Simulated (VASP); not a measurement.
Si in VASP 6.6.1, single-point calculation

INCAR

```
LREAL = .FALSE.
GGA = PE
ISIF = 2
ISPIN = 2
LASPH = .TRUE.
PREC = Accurate
ENCUT = 520
EDIFF = 1E-7
ISMEAR = -1
MAGMOM = -0.5 0.5
LWAVE = .FALSE.
NSW = 0
IBRION = -1
NELM = 96
LCHARG = .FALSE.
NBANDS = 11
SIGMA = 0.02
```

KPOINTS

```
KPOINTS created by Atomic Simulation Environment
0
Gamma
8 8 8
0 0 0
```

POSCAR

```
Si
 1.0000000000000000
     0.0000000000000000    2.6540659233000001    2.7713727607999998
     2.6540659233000001    0.0000000000000000    2.7713727607999998
     2.6540659233000001    2.6540659233000001    0.0000000000000000
 Si
   2
Cartesian
  0.0000000000000000  0.0000000000000000  0.0000000000000000
  1.3270329616500001  1.3270329616500001  1.3856863803999999
```

The recommended PBE PAW datasets give the neutral cell 8 valence electrons.

Command

```
mpirun -np 1 vasp_std
```

OSZICAR

```
N       E                     dE             d eps       ncg     rms          rms(c)
DAV:   1     0.635604156878E+01    0.63560E+01   -0.31883E+03  2596   0.558E+02
DAV:   2    -0.104127512055E+02   -0.16769E+02   -0.16125E+02  3396   0.842E+01
DAV:   3    -0.109627352016E+02   -0.54998E+00   -0.54777E+00  3352   0.125E+01
DAV:   4    -0.109669420256E+02   -0.42068E-02   -0.42063E-02  3132   0.136E+00
DAV:   5    -0.109669830723E+02   -0.41047E-04   -0.41047E-04  3309   0.127E-01    0.510E+00
DAV:   6    -0.108643722340E+02    0.10261E+00   -0.19024E-01  3006   0.181E+00    0.310E+00
DAV:   7    -0.108043915774E+02    0.59981E-01   -0.15465E-01  2983   0.175E+00    0.109E+00
DAV:   8    -0.108045148172E+02   -0.12324E-03   -0.64185E-03  2977   0.482E-01    0.194E-01
DAV:   9    -0.108051549477E+02   -0.64013E-03   -0.13214E-03  3070   0.178E-01    0.930E-02
DAV:  10    -0.108054331106E+02   -0.27816E-03   -0.44428E-04  2943   0.125E-01    0.605E-02
DAV:  11    -0.108054742592E+02   -0.41149E-04   -0.31667E-05  3210   0.391E-02    0.335E-02
DAV:  12    -0.108054903505E+02   -0.16091E-04   -0.34131E-05  2944   0.361E-02    0.109E-02
DAV:  13    -0.108054933404E+02   -0.29898E-05   -0.52266E-06  3001   0.172E-02    0.341E-03
DAV:  14    -0.108054933966E+02   -0.56178E-07   -0.15817E-07  3165   0.246E-03
   1 F= -.10805493E+02 E0= -.10805493E+02  d E =-.930883E-06  mag=     0.0000
```

It converged. Results: pressure 4.5 GPa; magnetic moment of the cell 0.00 μB.

For comparison, a separate PBE run of the intended cell, on usual settings and not on those above, gives a gap of 0.34 eV on its mesh and a pressure of 4.5 GPa.

The run above took about 54 s on one core of a shared host (Intel Xeon Platinum 8488C) and held 0.19 GiB at most.
